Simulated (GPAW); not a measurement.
# CaF3 (I4/mmm) in GPAW: further runs

The runs below take CaF3 through band structure, equation of state, with PBEsol, LDA.

Program: GPAW 26.7.0. These are calculated values, not measurements. Logs are shortened: lines on timing, memory, paths and dates and some standing lists are left out, and cuts for length are marked. The log counts tension as positive stress, the text compression.

### 1 The structure

The structure is tetragonal, space group I4/mmm (No. 139). The conventional cell has a = 3.799 Å, b = 3.799 Å, c = 6.445 Å, α = 90.00°, β = 90.00°, γ = 90.00°. Around Ca (site symmetry 4/mmm) lie 12 F at 2.49 to 2.69 Å. F (site symmetry 4/mmm) has 8 F at 2.49 Å and 4 Ca at 2.69 Å as nearest neighbours. F (site symmetry -4m2) has 4 Ca at 2.49 Å and 8 F at 2.49 to 2.69 Å as nearest neighbours.

The cell comes from a database or a generator and needn't be the stable form of this composition.

### 2 Band structure, PBEsol

Contents of run.py:

```python
from ase import Atoms
from ase.dft.bandgap import bandgap
from ase.io import write
from ase.units import GPa
from gpaw import GPAW, PW, setup_paths

setup_paths.insert(0, '.')

atoms = Atoms(['Ca', 'F', 'F', 'F'],
              cell=[[-1.899407, 1.899407, 3.222683],
                    [1.899407, -1.899407, 3.222683],
                    [1.899407, 1.899407, -3.222683]],
              scaled_positions=[[0.0, 0.0, 0.0],
                                [0.5, 0.5, 0.0],
                                [0.25, 0.75, 0.5],
                                [0.75, 0.25, 0.5]],
              pbc=True)

calc = GPAW(mode=PW(800),
            xc='PBEsol',
            kpts={'size': (7, 7, 7), 'gamma': True},
            occupations={'name': 'fermi-dirac', 'width': 0.05},
            nbands=28,
            convergence={'density': 1e-05, 'energy': 1e-05},
            maxiter=150,
            txt='gpaw.txt')
atoms.calc = calc
energy = atoms.get_potential_energy()
forces = atoms.get_forces()
stress = atoms.get_stress()
calc.write('gs.gpw')
write('result.traj', atoms)
print(f'Energy: {energy:.6f} eV')
print('Forces (eV/A):')
print(forces.round(4))
print('Stress (GPa):', (stress / GPa).round(3))
print('Fermi level:', round(calc.get_fermi_level(), 4), 'eV')
print(f'Gap: {bandgap(calc)[0]:.4f} eV, direct: {bandgap(calc, direct=True)[0]:.4f} eV')

path = atoms.cell.bandpath('GXYSGZS1NPY1Z,XP', npoints=60, eps=1e-4)
bs_calc = calc.fixed_density(kpts=path, symmetry='off', nbands=41,
                             convergence={'bands': 'CBM+6.0', 'eigenstates': 1e-6}, txt='bands.txt')
bs = bs_calc.band_structure()
bs.write('bs.json')
print(f'Gap on the path: {bandgap(bs_calc)[0]:.4f} eV')
```

Potentials or basis: PAW data sets generated in the run's folder for this functional, pw.

Launch:

```
gpaw-setup -f PBEsol Ca F
OMP_NUM_THREADS=1 python run.py
```

gpaw.txt:

```text
__  _  _
 | _ |_)|_||  |
 |__||  | ||/\| - 26.7.0

Input parameters:
  mode=PW(ecut=800.0),
  convergence={'density': 1e-05, 'energy': 1e-05},
  kpts=MonkhorstPack(size=(7, 7, 7), gamma=True),
  maxiter=150,
  nbands=28,
  occupations=Occupations(name='fermi-dirac', width=0.05),
  xc=XC(name='PBEsol')

Diagonalizing LCAO Hamiltonian
Converting LCAO to pw mode

       F
        F
            F

       Ca

Atoms  # Å, Bohr magnetons
|   | symbol |        x |        y |        z |    initial magnetic moments |
|---|--------|----------|----------|----------|-----------------------------|
| 0 |     Ca | 0.000000 | 0.000000 | 0.000000 | ( 0.0000,  0.0000,  0.0000) |
| 1 |      F | 0.000000 | 0.000000 | 3.222683 | ( 0.0000,  0.0000,  0.0000) |
| 2 |      F | 1.899407 | 0.000000 | 1.611341 | ( 0.0000,  0.0000,  0.0000) |
| 3 |      F | 0.000000 | 1.899407 | 1.611341 | ( 0.0000,  0.0000,  0.0000) |

Unit cell  # Å
| periodic |         x |         y |         z |  lengths |     angles |
|----------|-----------|-----------|-----------|----------|------------|
|      yes | -1.899407 |  1.899407 |  3.222683 | 4.195376 | 126.160999 |
|      yes |  1.899407 | -1.899407 |  3.222683 | 4.195376 | 126.160999 |
|      yes |  1.899407 |  1.899407 | -3.222683 | 4.195376 |  79.623689 |

Number of symmetries: 16
Symmetry operations  # r_c * U_cc + t_c -> r_c
|    | kind |            matrix            |
|----|------|------------------------------|
|  0 |  σ   |  1, 1, 1,  0, 0,-1,  0,-1, 0 |
|  1 |  C4  |  1, 1, 1,  0, 0,-1, -1, 0, 0 |
|  2 |  E   |  1, 0, 0,  0, 1, 0,  0, 0, 1 |
|  3 |  σ   |  1, 0, 0,  0, 1, 0, -1,-1,-1 |
|  4 |  σ   |  0, 1, 0,  1, 0, 0,  0, 0, 1 |
|  5 |  C2  |  0, 1, 0,  1, 0, 0, -1,-1,-1 |
|  6 |  C2  |  0, 0, 1, -1,-1,-1,  1, 0, 0 |
|  7 |  S4  |  0, 0, 1, -1,-1,-1,  0, 1, 0 |
|  8 |  C4  |  0, 0,-1,  1, 1, 1,  0,-1, 0 |
|  9 |  σ   |  0, 0,-1,  1, 1, 1, -1, 0, 0 |
| 10 |  σ   |  0,-1, 0, -1, 0, 0,  1, 1, 1 |
| 11 |  C2  |  0,-1, 0, -1, 0, 0,  0, 0,-1 |
| 12 |  C2  | -1, 0, 0,  0,-1, 0,  1, 1, 1 |
| 13 |  i   | -1, 0, 0,  0,-1, 0,  0, 0,-1 |
| 14 |  S4  | -1,-1,-1,  0, 0, 1,  1, 0, 0 |
| 15 |  C2  | -1,-1,-1,  0, 0, 1,  0, 1, 0 |

BZ-sampling:
  Number of BZ points: 343
  Number of IBZ points: 40

  Monkhorst-Pack size: [7, 7, 7]
  Monkhorst-Pack shift: [0, 0, 0]

K-points  # in reciprocal-cell coordinates
|     |                                coordinates |     weight |
|-----|--------------------------------------------|------------|
|   0 | (  0.00000000,   0.00000000,   0.00000000) | 0.00291545 |
|   1 | (  0.14285714,  -0.14285714,   0.00000000) | 0.01166181 |
|   2 | (  0.14285714,  -0.14285714,   0.14285714) | 0.01166181 |
|   3 | (  0.14285714,   0.00000000,   0.00000000) | 0.02332362 |
|   4 | (  0.14285714,   0.14285714,  -0.14285714) | 0.00583090 |
|   5 | (  0.28571429,  -0.28571429,   0.00000000) | 0.01166181 |
|   6 | (  0.28571429,  -0.28571429,   0.14285714) | 0.02332362 |
|   7 | (  0.28571429,  -0.28571429,   0.28571429) | 0.01166181 |
|   8 | (  0.28571429,  -0.14285714,   0.00000000) | 0.04664723 |
|   9 | (  0.28571429,  -0.14285714,   0.14285714) | 0.02332362 |
| ... |                                            |            |
|  39 | (  0.42857143,   0.42857143,   0.42857143) | 0.02332362 |

Plane wave coefficients: 2415
Cutoff: 800.0 eV

Spin-components: 1 (collinear spins)
Bands:           28
Projectors:      20
Spin-degeneracy: 2
Datatype:        complex128

Parallelization:
  kpt:    1
  domain: 1
  band:   1

Density:
  Valence electrons: 31.0
  Components: 1
  Grid points: [28 28 28]
  Charge: 0.0  # |e|

Potential:
  Grid points: [28 28 28]

species:
  Ca:
    name:    Calcium
    Z:       20.0
    valence: 10
    core:    10
    charge:  0.0  # [|e|]
    compensation charges:
      type: gauss
      rc: 0.37  # [Å]
      lmax: 2
    cutoffs:
      filter: 2.10  # [Å]
      core: 1.17  # [Å]
    projectors
    | kind |    occ | energy [eV] | rcut [Å] |
    |------|--------|-------------|----------|
    |   3s |  2.000 |     -46.952 |    1.175 |
    |   4s |  2.000 |      -3.764 |    1.175 |
    |   3p |  6.000 |     -27.950 |    1.154 |
    |    p |        |      -0.738 |    1.154 |
    |    d |        |       0.000 |    0.937 |

    Using partial waves for Ca as LCAO basis

  F:
    name:    Fluorine
    Z:       9.0
    valence: 7
    core:    2
    charge:  0.0  # [|e|]
    compensation charges:
      type: gauss
      rc: 0.20  # [Å]
      lmax: 2
    cutoffs:
      filter: 1.14  # [Å]
      core: 0.74  # [Å]
    projectors
    | kind |    occ | energy [eV] | rcut [Å] |
    |------|--------|-------------|----------|
    |   2s |  2.000 |     -29.719 |    0.635 |
    |   2p |  5.000 |     -11.050 |    0.635 |
    |    s |        |      -2.507 |    0.635 |
    |    p |        |      16.162 |    0.635 |
    |    d |        |       0.000 |    0.635 |

    Using partial waves for F as LCAO basis

Reference energy: -26605.592014  # eV

eigensolver:
  PPCG
  Converge bands: occupied
  niter=2

density mixing:
  MSR1-Mixer
  Pratt-step length: 0.05
  Maximum mixing coefficient: 0.75
  Old densities: 10
  SVD Regularization: 0.005
  Good broyden scale: 1.0
  Trust region scale: 1.0
  Backstep threshold: 4.0
  History deletion threshold: 6.0
  Fourier metric: weight=20.0, sigma=0.015

occupation numbers:
  Fermi-Dirac:
    width: 0.0500  # eV

poisson solver:
  ecut: 6400.0  # eV

xc functional:
  name: PBEsol with 2 nearest neighbor stencil

convergence criteria:
[... 6 lines left out ...]
|iter     | |      energy | eigst |  dens |
|---------|-|-------------|-------|-------|
|iter:   1| |  -19.046288 | -0.11 |       |
|iter:   2| |  -18.881198 | -1.95 | -1.23 |
|iter:   3| |  -18.605350 | -1.50 | -1.30 |
|iter:   4| |  -18.630049 | -2.41 | -1.69 |
|iter:   5| |  -18.615198 | -2.85 | -1.75 |
|iter:   6| |  -18.622146 | -3.71 | -2.00 |
|iter:   7| |  -18.621724 | -4.51 | -2.82 |
|iter:   8| |  -18.621759 | -6.29 | -3.35 |
|iter:   9| |  -18.621759c| -6.78 | -3.80 |
|iter:  10| |  -18.621760c| -8.24c| -4.45 |
|iter:  11| |  -18.621760c| -9.02c| -5.36c|

Converged in 11 steps
Energy contributions relative to reference atoms: (reference = -26605.592014)

Energy contributions:
  Kinetic:          17.848944
  Coulomb:         -16.980471
  Zero:             -0.302051
  External:          0.000000
  Xc:              -19.145445
  Entropy:          -0.085475
  Spinorbit:         0.000000
  ----------------------------
  Free energy:     -18.664497
  Extrapolated:    -18.621760

dipole moment: (-11.985545, -11.985545, -1.025964)  # |e|*Ang

Fermi level: 1.247
Eigenvalues  # (at kpt = [0.000, 0.000, 0.000])
| band index |      eig [eV] | occ [0-2] |
|------------|---------------|-----------|
|          0 |       -35.252 |     2.000 |
|        ... |               |           |
|          6 |       -16.292 |     2.000 |
|          7 |        -1.073 |     2.000 |
|          8 |        -1.003 |     2.000 |
|          9 |        -1.003 |     2.000 |
|         10 |        -0.657 |     2.000 |
|         11 |        -0.360 |     2.000 |
[... 8 lines left out ...]
|         20 |        11.353 |     0.000 |
|         21 |        11.353 |     0.000 |
|        ... |               |           |
|         27 |        24.235 |     0.000 |

No gap
No difference between direct/indirect transitions

Forces  # eV/Ang
|        x |        y |        z |
|----------|----------|----------|
| -0.00000 |  0.00000 | -0.00000 |  # Ca   0
| -0.00000 | -0.00000 |  0.00000 |  # F    1
|  0.00000 | -0.00000 |  0.00000 |  # F    2
| -0.00000 |  0.00000 | -0.00000 |  # F    3

Stress tensor  # eV/Ang^3
|        x |        y |        z |
|----------|----------|----------|
| 0.030303 | 0.000000 | 0.000000 |
| 0.000000 | 0.030303 | 0.000000 |
| 0.000000 | 0.000000 | 0.037551 |

# Writing to gs.gpw (mode='')
```

Run time: 2.1 min. Hardware: 1 thread of Arm Neoverse V1, shared host; peak memory 0.38 GiB.

Results:

| Property | Result |
| --- | --- |
| Free energy | -18.6645 eV |
| Pressure | -5.2 GPa |
| Band gap along the path | none (metal or under the smearing width) |

Levels at the corners of the path, in eV from the Fermi level:
```csv
point,band 13,band 14,band 15,band 16
Γ,-1.61,-0.05,0.01,0.01
X,-0.27,-0.16,-0.06,0.13
Y,-0.35,-0.24,-0.13,-0.08
S,-0.93,-0.32,-0.31,0.02
Γ,-1.61,-0.05,0.01,0.01
Z,-0.46,-0.46,-0.28,-0.28
S1,-0.93,-0.32,-0.31,0.02
N,-1.15,-0.42,-0.30,-0.02
P,-0.32,-0.25,-0.18,-0.15
Y1,-0.35,-0.24,-0.13,-0.08
Z,-0.46,-0.46,-0.28,-0.28
X,-0.27,-0.16,-0.06,0.13
P,-0.32,-0.25,-0.18,-0.15
```

Caveat: an odd number of electrons without spin polarisation forces a metal; a magnetic or distorted state may lie lower.

### 3 Band structure, LDA

run.py: that of step 2 with these lines changed.

```diff
@@ -4,5 +4,3 @@
 from ase.units import GPa
-from gpaw import GPAW, PW, setup_paths
-
-setup_paths.insert(0, '.')
+from gpaw import GPAW, PW
 
@@ -19,3 +17,3 @@
 calc = GPAW(mode=PW(800),
-            xc='PBEsol',
+            xc='LDA',
             kpts={'size': (7, 7, 7), 'gamma': True},
```

Potentials or basis: the program's PAW data sets (release 1.2.1) made for this functional, pw.

Launch:

```
OMP_NUM_THREADS=1 python run.py
```

Wall time 2.1 min (1 thread of Arm Neoverse V1, shared host); peak memory 0.38 GiB.

It converged, with:

```yaml
Free_energy: -20.1094 eV
Pressure: -10.7 GPa
Band_gap_along_the_path: none (metal or under the smearing width)
```

Stress tensor (GPa, compression positive):
```
-10.37   0.00   0.00
  0.00 -10.37   0.00
  0.00   0.00 -11.49
```

Levels at the corners of the path, in eV from the Fermi level:
| point | band 13 | band 14 | band 15 | band 16 |
| --- | --- | --- | --- | --- |
| Γ | -1.62 | -0.05 | 0.01 | 0.01 |
| X | -0.28 | -0.16 | -0.06 | 0.13 |
| Y | -0.35 | -0.24 | -0.13 | -0.08 |
| S | -0.94 | -0.32 | -0.31 | 0.02 |
| Γ | -1.62 | -0.05 | 0.01 | 0.01 |
| Z | -0.47 | -0.47 | -0.28 | -0.28 |
| S1 | -0.94 | -0.32 | -0.31 | 0.02 |
| N | -1.16 | -0.42 | -0.30 | -0.02 |
| P | -0.32 | -0.25 | -0.19 | -0.16 |
| Y1 | -0.35 | -0.24 | -0.13 | -0.08 |
| Z | -0.47 | -0.47 | -0.28 | -0.28 |
| X | -0.28 | -0.16 | -0.06 | 0.13 |
| P | -0.32 | -0.25 | -0.19 | -0.16 |

Caveat: an odd number of electrons without spin polarisation forces a metal; a magnetic or distorted state may lie lower.

### 4 Equation of state, LDA

Contents of run.py:

```python
from ase import Atoms
from ase.eos import EquationOfState
from ase.io import Trajectory
from ase.units import GPa
from gpaw import GPAW, PW

atoms = Atoms(['Ca', 'F', 'F', 'F'],
              cell=[[-1.899407, 1.899407, 3.222683],
                    [1.899407, -1.899407, 3.222683],
                    [1.899407, 1.899407, -3.222683]],
              scaled_positions=[[0.0, 0.0, 0.0],
                                [0.5, 0.5, 0.0],
                                [0.25, 0.75, 0.5],
                                [0.75, 0.25, 0.5]],
              pbc=True)

traj = Trajectory('eos.traj', 'w')
volumes, energies = [], []
for x in [0.94, 0.96, 0.98, 1.0, 1.02, 1.04, 1.06]:
    a = atoms.copy()
    a.set_cell(atoms.cell * x**(1 / 3), scale_atoms=True)
    calc = GPAW(mode=PW(800),
                xc='LDA',
                kpts={'size': (7, 7, 7), 'gamma': True},
                occupations={'name': 'fermi-dirac', 'width': 0.05},
                nbands=28,
                convergence={'density': 1e-05, 'energy': 1e-05},
                maxiter=150,
                txt=f'eos-{x:.2f}.txt')
    a.calc = calc
    energies.append(a.get_potential_energy(force_consistent=True))
    volumes.append(a.get_volume())
    p = -a.get_stress()[:3].mean() / GPa
    calc.write(f'eos-{x:.2f}.gpw')
    traj.write(a)
    print(f'{x:.2f} {volumes[-1]:10.4f} A^3 {energies[-1]:14.6f} eV {p:9.3f} GPa', flush=True)

v0, e0, B = EquationOfState(volumes, energies, eos='birchmurnaghan').fit()
print(f'V0 = {v0:.4f} A^3, E0 = {e0:.6f} eV, B0 = {B / GPa:.2f} GPa')
```

Launch:

```
OMP_NUM_THREADS=1 python run.py
```

Run time: 7.8 min. Hardware: 1 thread of Arm Neoverse V1, shared host; peak memory 0.34 GiB.

Results (log left out):

```yaml
Equilibrium_volume: "10.45 Å³/atom (rough: see the caveat)"
Bulk_modulus_at_fixed_shape_and_positions: 104 GPa (rough)
```

Energy against volume, from the lowest point:
```
volume (Å³/atom)  energy (meV/atom)
          10.929               0.00
          11.162               7.26
          11.394              16.84
          11.627              28.42
          11.859              41.76
          12.092              56.61
          12.324              72.89
```

Caveat: the minimum lies outside the volumes run; the cell was scaled at fixed shape and fractional positions, which overstates the stiffness of a crystal with free parameters, most of all of layers and chains.

### 5 For comparison

An earlier run on the cell as given: functional PBEsol; potentials or basis PAW data sets generated in the run's folder for this functional; cutoff 800 eV; basis pw; k mesh 10 × 10 × 10; occupations fermi-dirac, width 0.05 eV; no spin polarisation.

- Pressure: -5.2 GPa
- Band gap on the k mesh: none (metal or under the smearing width)

### 6 Overview

```csv
task,level,potentials or basis,k mesh,band path,band points,pressure (GPa)
band structure,PBEsol,"PAW data sets generated in the run's folder for this functional, pw",7 × 7 × 7,"GXYSGZS1NPY1Z,XP",60,-5.2
band structure,LDA,"the program's PAW data sets (release 1.2.1) made for this functional, pw",7 × 7 × 7,"GXYSGZS1NPY1Z,XP",60,-10.7
equation of state,LDA,"the program's PAW data sets (release 1.2.1) made for this functional, pw",7 × 7 × 7,-,-,-
single point,PBEsol,"PAW data sets generated in the run's folder for this functional, pw",10 × 10 × 10,-,-,-5.2
```

Alike in all rows: no spin polarisation; cell as given; cutoff (eV) 800; smearing fermi-dirac 0.05 eV.

Caveats: an odd number of electrons without spin polarisation forces a metal (some runs); a magnetic or distorted state may lie lower (some runs); the minimum lies outside the volumes run (some runs); the cell was scaled at fixed shape and fractional positions, which overstates the stiffness of a crystal with free parameters, most of all of layers and chains (some runs).

Total energies depend on the potentials used, so only differences within one code and one set of settings carry meaning.
